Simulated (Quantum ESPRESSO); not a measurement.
# BN (P1) in Quantum ESPRESSO: notebook

One crystal, BN, is run at these levels: LDA, PBEsol, r2SCAN; tasks: band structure.

Everything below comes from runs of Quantum ESPRESSO 7.5. Logs are shortened: lines on timing, memory, paths and dates and some standing lists are left out, and cuts for length are marked.

### 1 The crystal as given

The typed cell holds 2 atoms: a = 2.508 Å, b = 2.508 Å, c = 3.274 Å, α = 101.11°, β = 101.11°, γ = 119.81°.

The cell comes from a database or a generator and needn't be the stable form of this composition.

### 2 Band structure, LDA

pw.in reads:

```
&CONTROL
  calculation = 'scf'
  prefix = 'pwscf'
  outdir = './tmp'
  pseudo_dir = './pseudo'
  tprnfor = .true.
  tstress = .true.
  disk_io = 'low'
/
&SYSTEM
  ibrav = 0
  celldm(1) = 8
  nat = 2
  ntyp = 2
  ecutwfc = 45
  ecutrho = 360
  nbnd = 9
  occupations = 'smearing'
  smearing = 'fd'
  degauss = 0.00367493
/
&ELECTRONS
  conv_thr = 4d-10
  electron_maxstep = 120
  mixing_beta = 0.5
/
ATOMIC_SPECIES
N     14.0070 n_lda_v1.2.uspp.F.UPF
B     10.8100 b_lda_v1.4.uspp.F.UPF
CELL_PARAMETERS alat
  0.5924388069405   0.0000000000000   0.0000000000000
 -0.2944927377382   0.5140600814958   0.0000000000000
 -0.1489730346012  -0.2570300407361   0.7139716000908
ATOMIC_POSITIONS crystal
N      0.6685060000    0.3323850000    0.9849990000
B      0.9796430000    0.9834990000    0.0018060000
K_POINTS automatic
13 13 9 0 0 0
```

bands.in reads:

```
&CONTROL
  calculation = 'bands'
  prefix = 'pwscf'
  outdir = './tmp'
  pseudo_dir = './pseudo'
  disk_io = 'low'
  verbosity = 'high'
/
&SYSTEM
  ibrav = 0
  celldm(1) = 8
  nat = 2
  ntyp = 2
  ecutwfc = 45
  ecutrho = 360
  nbnd = 9
  occupations = 'smearing'
  smearing = 'fd'
  degauss = 0.00367493
/
&ELECTRONS
  conv_thr = 1d-08
  electron_maxstep = 120
  mixing_beta = 0.5
  diago_full_acc = .true.
  startingwfc = 'random'
/
ATOMIC_SPECIES
N     14.0070 n_lda_v1.2.uspp.F.UPF
B     10.8100 b_lda_v1.4.uspp.F.UPF
CELL_PARAMETERS alat
  0.5924388069405   0.0000000000000   0.0000000000000
 -0.2944927377382   0.5140600814958   0.0000000000000
 -0.1489730346012  -0.2570300407361   0.7139716000908
ATOMIC_POSITIONS crystal
N      0.6685060000    0.3323850000    0.9849990000
B      0.9796430000    0.9834990000    0.0018060000
K_POINTS crystal
60
 0.0000000000  0.0000000000  0.0000000000 1
 0.1000000000 -0.1000000000  0.0000000000 1
 0.2000000000 -0.2000000000  0.0000000000 1
 0.3000000000 -0.3000000000  0.0000000000 1
 0.4000000000 -0.4000000000  0.0000000000 1
 0.5000000000 -0.5000000000  0.0000000000 1
 0.5000000000 -0.5000000000 -0.1666666667 1
 0.5000000000 -0.5000000000 -0.3333333333 1
 0.5000000000 -0.5000000000 -0.5000000000 1
 0.4000000000 -0.4000000000 -0.5000000000 1
 0.3000000000 -0.3000000000 -0.5000000000 1
 0.2000000000 -0.2000000000 -0.5000000000 1
 0.1000000000 -0.1000000000 -0.5000000000 1
 0.0000000000  0.0000000000 -0.5000000000 1
 0.0000000000  0.0000000000 -0.3750000000 1
 0.0000000000  0.0000000000 -0.2500000000 1
 0.0000000000  0.0000000000 -0.1250000000 1
 0.0000000000  0.0000000000  0.0000000000 1
 0.0471583065  0.0471583065 -0.0471583065 1
 0.0943166131  0.0943166131 -0.0943166131 1
 0.1414749196  0.1414749196 -0.1414749196 1
 0.1886332261  0.1886332261 -0.1886332261 1
 0.2357915326  0.2357915326 -0.2357915326 1
 0.2829498392  0.2829498392 -0.2829498392 1
 0.3301081457  0.3301081457 -0.3301081457 1
 0.3772664522  0.3772664522 -0.3772664522 1
 0.4247000917  0.2818429488 -0.3532715203 1
 0.4721337311  0.1864194454 -0.3292765883 1
 0.5195673706  0.0909959420 -0.3052816563 1
 0.5670010100 -0.0044275614 -0.2812867243 1
 0.6144346495 -0.0998510648 -0.2572917923 1
 0.6618682889 -0.1952745682 -0.2332968604 1
 0.7093019284 -0.2906980716 -0.2093019284 1
 0.6569764463 -0.3430235537 -0.1569764463 1
 0.6046509642 -0.3953490358 -0.1046509642 1
 0.5523254821 -0.4476745179 -0.0523254821 1
 0.5000000000 -0.5000000000  0.0000000000 1
 0.5000000000 -0.5000000000 -0.5000000000 1
 0.5613667739 -0.4386332261 -0.5613667739 1
 0.6227335478 -0.3772664522 -0.6227335478 1
 0.3772664522  0.3772664522 -0.3772664522 1
 0.3556243571  0.3556243571 -0.4806243571 1
 0.3339822619  0.3339822619 -0.5839822619 1
 0.3123401668  0.3123401668 -0.6873401668 1
 0.2906980716  0.2906980716 -0.7906980716 1
 0.2491697757  0.2491697757 -0.7491697757 1
 0.2076414797  0.2076414797 -0.7076414797 1
 0.1661131838  0.1661131838 -0.6661131838 1
 0.1245848878  0.1245848878 -0.6245848878 1
 0.0830565919  0.0830565919 -0.5830565919 1
 0.0415282959  0.0415282959 -0.5415282959 1
 0.0000000000  0.0000000000 -0.5000000000 1
 0.5000000000  0.0000000000 -0.5000000000 1
 0.4285714286  0.0000000000 -0.4285714286 1
 0.3571428571  0.0000000000 -0.3571428571 1
 0.2857142857  0.0000000000 -0.2857142857 1
 0.2142857143  0.0000000000 -0.2142857143 1
 0.1428571429  0.0000000000 -0.1428571429 1
 0.0714285714  0.0000000000 -0.0714285714 1
 0.0000000000  0.0000000000  0.0000000000 1
```

Potentials or basis: GBRV 1.5 LDA.

Started as:

```console
OMP_NUM_THREADS=1 mpirun -n 2 pw.x -nk 2 -in pw.in > pw.out
OMP_NUM_THREADS=1 mpirun -n 2 pw.x -nk 2 -in bands.in > bands.out
```

pw.out:

```text
This program is part of the open-source Quantum ESPRESSO suite
     for quantum simulation of materials; please cite
[... 10 lines left out ...]
     --------------------
     sticks:   dense  smooth     PW     G-vecs:    dense   smooth      PW
     Sum         559     283    109                12869     4523    1071

     Using Slab Decomposition

     bravais-lattice index     =            0
     lattice parameter (alat)  =       8.0000  a.u.
     unit-cell volume          =     111.3290 (a.u.)^3
     number of atoms/cell      =            2
     number of atomic types    =            2
     number of electrons       =         8.00
     number of Kohn-Sham states=            9
     kinetic-energy cutoff     =      45.0000  Ry
     charge density cutoff     =     360.0000  Ry
     scf convergence threshold =      4.0E-10
     mixing beta               =       0.5000
     number of iterations used =            8  plain     mixing
     Exchange-correlation=  SLA  PZ   NOGX NOGC
                           (   1   1   0   0   0   0   0)

     celldm(1)=   8.000000  celldm(2)=   0.000000  celldm(3)=   0.000000
     celldm(4)=   0.000000  celldm(5)=   0.000000  celldm(6)=   0.000000

     crystal axes: (cart. coord. in units of alat)
               a(1) = (   0.592439   0.000000   0.000000 )
               a(2) = (  -0.294493   0.514060   0.000000 )
               a(3) = (  -0.148973  -0.257030   0.713972 )

     reciprocal axes: (cart. coord. in units 2 pi/alat)
               b(1) = (  1.687938  0.966979  0.700308 )
               b(2) = ( -0.000000  1.945298  0.700308 )
               b(3) = (  0.000000 -0.000000  1.400616 )

     PseudoPot. # 1 for N  read from file:
     n_lda_v1.2.uspp.F.UPF
     Pseudo is Ultrasoft + core correction, Zval =  5.0
     Generated by new atomic code, or converted to UPF format
     Using radial grid of  729 points,  4 beta functions with:
                l(1) =   0
                l(2) =   0
                l(3) =   1
                l(4) =   1
     Q(r) pseudized with  8 coefficients,  rinner =    0.900   0.900   0.900

     PseudoPot. # 2 for B  read from file:
     b_lda_v1.4.uspp.F.UPF
     Pseudo is Ultrasoft + core correction, Zval =  3.0
     Generated by new atomic code, or converted to UPF format
     Using radial grid of  781 points,  4 beta functions with:
                l(1) =   0
                l(2) =   0
                l(3) =   1
                l(4) =   1
     Q(r) pseudized with  8 coefficients,  rinner =    1.100   1.100   1.100

     atomic species   valence    mass     pseudopotential
     N                 5.00    14.00700     N ( 1.00)
     B                 3.00    10.81000     B ( 1.00)

     No symmetry found

   Cartesian axes

     site n.     atom                  positions (alat units)
         1        N      tau(   1) = (   0.1514256  -0.0823085   0.7032613  )
         2        B      tau(   2) = (   0.2904762   0.5051134   0.0012894  )

     number of k points=  1463  Fermi-Dirac smearing, width (Ry)=  0.0037

     Number of k-points >= 100: set verbosity='high' to print them.

     Dense  grid:    12869 G-vectors     FFT dimensions: (  30,  30,  40)

     Smooth grid:     4523 G-vectors     FFT dimensions: (  24,  24,  27)

     Initial potential from superposition of free atoms

     starting charge       7.9998, renormalised to       8.0000
     Starting wfcs are    8 randomized atomic wfcs +    1 random wfcs

     Self-consistent Calculation

     iteration #  1     ecut=    45.00 Ry     beta= 0.50
     Davidson diagonalization with overlap
     ethr =  1.00E-02,  avg # of iterations =  4.8

     total energy              =     -26.64153010 Ry
     estimated scf accuracy    <       0.37980497 Ry

     iteration #  2     ecut=    45.00 Ry     beta= 0.50
     Davidson diagonalization with overlap
     ethr =  4.75E-03,  avg # of iterations =  1.5

     total energy              =     -26.71817538 Ry
     estimated scf accuracy    <       0.04358001 Ry

     iteration #  3     ecut=    45.00 Ry     beta= 0.50
     Davidson diagonalization with overlap
     ethr =  5.45E-04,  avg # of iterations =  1.8

     total energy              =     -26.72370425 Ry
     estimated scf accuracy    <       0.00394596 Ry

     iteration #  4     ecut=    45.00 Ry     beta= 0.50
     Davidson diagonalization with overlap
     ethr =  4.93E-05,  avg # of iterations =  2.9

     total energy              =     -26.72410394 Ry
     estimated scf accuracy    <       0.00011452 Ry

     iteration #  5     ecut=    45.00 Ry     beta= 0.50
     Davidson diagonalization with overlap
     ethr =  1.43E-06,  avg # of iterations =  3.0

     total energy              =     -26.72412438 Ry
     estimated scf accuracy    <       0.00000730 Ry

     iteration #  6     ecut=    45.00 Ry     beta= 0.50
     Davidson diagonalization with overlap
     ethr =  9.13E-08,  avg # of iterations =  2.0

     total energy              =     -26.72412576 Ry
     estimated scf accuracy    <       0.00000006 Ry

     iteration #  7     ecut=    45.00 Ry     beta= 0.50
     Davidson diagonalization with overlap
     ethr =  7.50E-10,  avg # of iterations =  3.9

     total energy              =     -26.72412583 Ry
     estimated scf accuracy    <          8.2E-09 Ry

     iteration #  8     ecut=    45.00 Ry     beta= 0.50
     Davidson diagonalization with overlap
     ethr =  1.03E-10,  avg # of iterations =  1.9

     total energy              =     -26.72412583 Ry
     estimated scf accuracy    <          9.2E-10 Ry

     iteration #  9     ecut=    45.00 Ry     beta= 0.50
     Davidson diagonalization with overlap
     ethr =  1.15E-11,  avg # of iterations =  1.0

     End of self-consistent calculation

     Number of k-points >= 100: set verbosity='high' to print the bands.

     the Fermi energy is     7.2991 ev

!    total energy              =     -26.72412583 Ry
     estimated scf accuracy    <          1.2E-11 Ry
     smearing contrib. (-TS)   =      -0.00000000 Ry
     internal energy E=F+TS    =     -26.72412583 Ry

     The total energy is F=E-TS. E is the sum of the following terms:
     one-electron contribution =      -4.82947594 Ry
     hartree contribution      =       6.80927520 Ry
     xc contribution           =      -8.40530846 Ry
     ewald contribution        =     -20.29861664 Ry

     convergence has been achieved in   9 iterations

     Forces acting on atoms (cartesian axes, Ry/au):

     atom    1 type  1   force =    -0.06447080   -0.08094916    0.02382336
     atom    2 type  2   force =     0.06447080    0.08094916   -0.02382336

     Total force =     0.150179     Total SCF correction =     0.000002

     Computing stress (Cartesian axis) and pressure

          total   stress  (Ry/bohr**3)                   (kbar)     P=      -30.17
  -0.00082504  -0.00033870   0.00003637         -121.37      -49.82        5.35
  -0.00033870  -0.00001224   0.00008067          -49.82       -1.80       11.87
   0.00003637   0.00008067   0.00022197            5.35       11.87       32.65

=------------------------------------------------------------------------------=
   JOB DONE.
=------------------------------------------------------------------------------=
```

Wall time 47 s (2 MPI ranks of Intel Xeon Platinum 8488C (Sapphire Rapids), shared host); peak memory 0.22 GiB.

Results:

```yaml
Free_energy: -363.6003 eV
Pressure: -3.0 GPa
Largest_force: 2.730 eV/Å
Band_gap_on_the_k_mesh: 2.64 eV, indirect (least direct gap 4.40 eV)
Band_gap_along_the_path: 2.56 eV, indirect (least direct gap 4.38 eV)
```

Forces in eV/Å, atoms in the order of the input:
```
N   -1.658 -2.081  0.613
B    1.658  2.081 -0.613
```

Stress tensor (GPa, compression positive):
```
-12.14  -4.98   0.54
 -4.98  -0.18   1.19
  0.54   1.19   3.27
```

Levels at the corners of the path, in eV from the valence-band top:
```csv
point,band 1,band 2,band 3,band 4,band 5,band 6,band 7,band 8,band 9
Γ,-18.16,-3.89,-2.56,-0.94,5.17,10.00,12.11,12.66,14.82
Y,-14.95,-9.58,-4.36,-0.23,6.01,8.89,12.03,14.25,19.76
T,-14.60,-9.02,-4.51,-2.35,2.56,9.01,15.04,19.32,20.77
Z,-17.55,-7.23,-2.58,-0.98,9.71,10.44,12.09,12.44,17.55
Γ,-18.16,-3.89,-2.56,-0.94,5.17,10.00,12.11,12.66,14.82
X,-14.20,-8.47,-6.85,-1.45,3.14,12.30,12.67,17.49,18.37
A1,-14.33,-8.38,-7.21,-1.38,5.19,12.27,14.30,14.57,17.95
Y,-14.95,-9.58,-4.36,-0.23,6.01,8.89,12.03,14.25,19.76
T,-14.60,-9.02,-4.51,-2.35,2.56,9.01,15.04,19.32,20.77
X1,-14.20,-8.47,-6.85,-1.45,3.14,12.30,12.67,17.49,18.37
X,-14.20,-8.47,-6.85,-1.45,3.14,12.30,12.67,17.49,18.37
A,-14.33,-8.38,-7.21,-1.38,5.19,12.27,14.30,14.57,17.95
Z,-17.55,-7.23,-2.58,-0.98,9.71,10.44,12.09,12.44,17.55
L,-14.68,-9.16,-4.95,-1.60,4.31,9.40,13.49,17.00,20.48
Γ,-18.16,-3.89,-2.56,-0.94,5.17,10.00,12.11,12.66,14.82
```

Caveat: forces of over 1 eV/Å show positions far from the minimum, so gaps and moduli don't describe the material at rest.

### 3 Band structure, PBEsol

pw.in, as its differences from that of step 2:

```diff
@@ -27,4 +27,4 @@
 ATOMIC_SPECIES
-N     14.0070 n_lda_v1.2.uspp.F.UPF
-B     10.8100 b_lda_v1.4.uspp.F.UPF
+N     14.0070 n_pbesol_v1.2.uspp.F.UPF
+B     10.8100 b_pbesol_v1.4.uspp.F.UPF
 CELL_PARAMETERS alat
```

bands.in, as its differences from that of step 2:

```diff
@@ -28,4 +28,4 @@
 ATOMIC_SPECIES
-N     14.0070 n_lda_v1.2.uspp.F.UPF
-B     10.8100 b_lda_v1.4.uspp.F.UPF
+N     14.0070 n_pbesol_v1.2.uspp.F.UPF
+B     10.8100 b_pbesol_v1.4.uspp.F.UPF
 CELL_PARAMETERS alat
```

Potentials or basis: GBRV 1.5 PBEsol.

Started as:

```console
OMP_NUM_THREADS=1 mpirun -n 2 pw.x -nk 2 -in pw.in > pw.out
OMP_NUM_THREADS=1 mpirun -n 2 pw.x -nk 2 -in bands.in > bands.out
```

Run time: 46 s. Hardware: 2 MPI ranks of Intel Xeon Platinum 8488C (Sapphire Rapids), shared host; peak memory 0.22 GiB.

It converged, with:

```
Free energy             : -362.3603 eV
Pressure                : 2.0 GPa
Largest force           : 2.761 eV/Å
Band gap on the k mesh  : 2.71 eV, indirect (least direct gap 4.48 eV)
Band gap along the path : 2.64 eV, indirect (least direct gap 4.45 eV)
```

Forces in eV/Å, atoms in the order of the input:
```
N   -1.679 -2.112  0.583
B    1.679  2.112 -0.583
```

Stress tensor (GPa, compression positive):
```
-5.88 -5.29  0.56
-5.29  6.79  1.20
 0.56  1.20  5.10
```

Levels at the corners of the path, in eV from the valence-band top:
| point | band 1 | band 2 | band 3 | band 4 | band 5 | band 6 | band 7 | band 8 | band 9 |
| --- | --- | --- | --- | --- | --- | --- | --- | --- | --- |
| Γ | -18.32 | -3.89 | -2.53 | -0.91 | 5.21 | 10.07 | 12.16 | 12.81 | 14.76 |
| Y | -15.12 | -9.63 | -4.34 | -0.23 | 6.10 | 8.86 | 12.15 | 14.35 | 19.85 |
| T | -14.78 | -9.08 | -4.49 | -2.33 | 2.64 | 8.97 | 15.20 | 19.46 | 20.96 |
| Z | -17.73 | -7.20 | -2.55 | -0.96 | 9.78 | 10.55 | 12.14 | 12.35 | 17.80 |
| Γ | -18.32 | -3.89 | -2.53 | -0.91 | 5.21 | 10.07 | 12.16 | 12.81 | 14.76 |
| X | -14.38 | -8.50 | -6.89 | -1.44 | 3.22 | 12.37 | 12.76 | 17.58 | 18.48 |
| A1 | -14.51 | -8.40 | -7.26 | -1.36 | 5.27 | 12.35 | 14.41 | 14.67 | 18.03 |
| Y | -15.12 | -9.63 | -4.34 | -0.23 | 6.10 | 8.86 | 12.15 | 14.35 | 19.85 |
| T | -14.78 | -9.08 | -4.49 | -2.33 | 2.64 | 8.97 | 15.20 | 19.46 | 20.96 |
| X1 | -14.38 | -8.50 | -6.89 | -1.44 | 3.22 | 12.37 | 12.76 | 17.58 | 18.48 |
| X | -14.38 | -8.50 | -6.89 | -1.44 | 3.22 | 12.37 | 12.76 | 17.58 | 18.48 |
| A | -14.51 | -8.40 | -7.26 | -1.36 | 5.27 | 12.35 | 14.41 | 14.67 | 18.03 |
| Z | -17.73 | -7.20 | -2.55 | -0.96 | 9.78 | 10.55 | 12.14 | 12.35 | 17.80 |
| L | -14.86 | -9.20 | -4.93 | -1.59 | 4.39 | 9.35 | 13.61 | 17.17 | 20.62 |
| Γ | -18.32 | -3.89 | -2.53 | -0.91 | 5.21 | 10.07 | 12.16 | 12.81 | 14.76 |

Caveat: forces of over 1 eV/Å show positions far from the minimum, so gaps and moduli don't describe the material at rest.

### 4 Band structure, r2SCAN

pw.in, as its differences from that of step 3:

```diff
@@ -14,5 +14,5 @@
   ntyp = 2
-  ecutwfc = 45
-  ecutrho = 360
+  ecutwfc = 88
   nbnd = 9
+  input_dft = 'r2scan'
   occupations = 'smearing'
@@ -20,5 +20,6 @@
   degauss = 0.00367493
+  nosym = .true.
 /
 &ELECTRONS
-  conv_thr = 4d-10
+  conv_thr = 1d-08
   electron_maxstep = 120
@@ -27,4 +28,4 @@
 ATOMIC_SPECIES
-N     14.0070 n_pbesol_v1.2.uspp.F.UPF
-B     10.8100 b_pbesol_v1.4.uspp.F.UPF
+N     14.0070 N_ONCV_PBE-1.2.upf
+B     10.8100 B_ONCV_PBE-1.2.upf
 CELL_PARAMETERS alat
```

bands.in, as its differences from that of step 3:

```diff
@@ -13,5 +13,5 @@
   ntyp = 2
-  ecutwfc = 45
-  ecutrho = 360
+  ecutwfc = 88
   nbnd = 9
+  input_dft = 'r2scan'
   occupations = 'smearing'
@@ -19,2 +19,3 @@
   degauss = 0.00367493
+  nosym = .true.
 /
@@ -28,4 +29,4 @@
 ATOMIC_SPECIES
-N     14.0070 n_pbesol_v1.2.uspp.F.UPF
-B     10.8100 b_pbesol_v1.4.uspp.F.UPF
+N     14.0070 N_ONCV_PBE-1.2.upf
+B     10.8100 B_ONCV_PBE-1.2.upf
 CELL_PARAMETERS alat
```

Potentials or basis: SG15 PBE 1.2.

Started as:

```console
OMP_NUM_THREADS=1 mpirun -n 2 pw.x -nk 2 -in pw.in > pw.out
OMP_NUM_THREADS=1 mpirun -n 2 pw.x -nk 2 -in bands.in > bands.out
```

It took 3.1 min on 2 MPI ranks of Intel Xeon Platinum 8488C (Sapphire Rapids), shared host; peak memory 0.28 GiB.

It converged, with:

| Quantity | Value |
| --- | --- |
| Free energy | -350.1274 eV |
| Pressure | -0.8 GPa |
| Largest force | 2.686 eV/Å |
| Band gap on the k mesh | 3.36 eV, indirect (least direct gap 5.25 eV) |
| Band gap along the path | 3.28 eV, indirect (least direct gap 5.19 eV) |

Forces on the atoms (eV/Å):
```
N   -1.613 -2.051  0.634
B    1.613  2.051 -0.634
```

Stress tensor (GPa, compression positive):
```
-9.47 -4.11  0.54
-4.11  0.74  1.12
 0.54  1.12  6.34
```

Levels at the corners of the path, in eV from the valence-band top:
| point | band 1 | band 2 | band 3 | band 4 | band 5 | band 6 | band 7 | band 8 | band 9 |
| --- | --- | --- | --- | --- | --- | --- | --- | --- | --- |
| Γ | -19.50 | -3.97 | -2.66 | -0.93 | 5.86 | 10.85 | 13.00 | 14.07 | 15.51 |
| Y | -16.27 | -10.06 | -4.54 | -0.22 | 6.95 | 9.55 | 13.18 | 15.35 | 21.22 |
| T | -15.94 | -9.53 | -4.70 | -2.33 | 3.28 | 9.64 | 16.48 | 20.88 | 22.35 |
| Z | -18.94 | -7.28 | -2.68 | -0.98 | 10.53 | 11.55 | 12.91 | 13.00 | 19.45 |
| Γ | -19.50 | -3.97 | -2.66 | -0.93 | 5.86 | 10.85 | 13.00 | 14.07 | 15.51 |
| X | -15.54 | -8.86 | -7.23 | -1.44 | 3.91 | 13.33 | 13.82 | 18.74 | 19.72 |
| A1 | -15.67 | -8.73 | -7.63 | -1.32 | 6.02 | 13.35 | 15.51 | 15.84 | 19.06 |
| Y | -16.27 | -10.06 | -4.54 | -0.22 | 6.95 | 9.55 | 13.18 | 15.35 | 21.22 |
| T | -15.94 | -9.53 | -4.70 | -2.33 | 3.28 | 9.64 | 16.48 | 20.88 | 22.35 |
| X1 | -15.54 | -8.86 | -7.23 | -1.44 | 3.91 | 13.33 | 13.82 | 18.74 | 19.72 |
| X | -15.54 | -8.86 | -7.23 | -1.44 | 3.91 | 13.33 | 13.82 | 18.74 | 19.72 |
| A | -15.67 | -8.73 | -7.63 | -1.32 | 6.02 | 13.35 | 15.51 | 15.84 | 19.06 |
| Z | -18.94 | -7.28 | -2.68 | -0.98 | 10.53 | 11.55 | 12.91 | 13.00 | 19.45 |
| L | -16.02 | -9.60 | -5.18 | -1.60 | 5.13 | 10.03 | 14.75 | 18.47 | 21.98 |
| Γ | -19.50 | -3.97 | -2.66 | -0.93 | 5.86 | 10.85 | 13.00 | 14.07 | 15.51 |

Caveat: the potentials were made for another functional, which shifts forces and pressure; the mesh misses the band edges, which the band path finds closer together. r2SCAN opens gaps a little over a GGA but as a rule still falls short of measured ones.

### 5 The runs side by side

```csv
level,potentials or basis,cutoff (eV),form of the LDA correlation,SCF threshold,symmetry,gap on the mesh (eV),pressure (GPa),largest force (eV/Å)
LDA,GBRV 1.5 LDA,612,PZ81,4e-10 Ry,-,2.64,-3.0,2.73
PBEsol,GBRV 1.5 PBEsol,612,-,4e-10 Ry,-,2.71,2.0,2.76
r2SCAN,SG15 PBE 1.2,1197,-,1e-08 Ry,off,3.36,-0.8,2.69
```

Alike in all rows: task band structure; no spin polarisation; cell as given; k mesh 13 × 13 × 9; smearing fermi-dirac 0.05 eV.

Caveats: forces of over 1 eV/Å show positions far from the minimum, so gaps and moduli don't describe the material at rest (some runs); the potentials were made for another functional, which shifts forces and pressure (some runs); the mesh misses the band edges, which the band path finds closer together (some runs).

Total energies depend on the potentials used, so only differences within one code and one set of settings carry meaning.
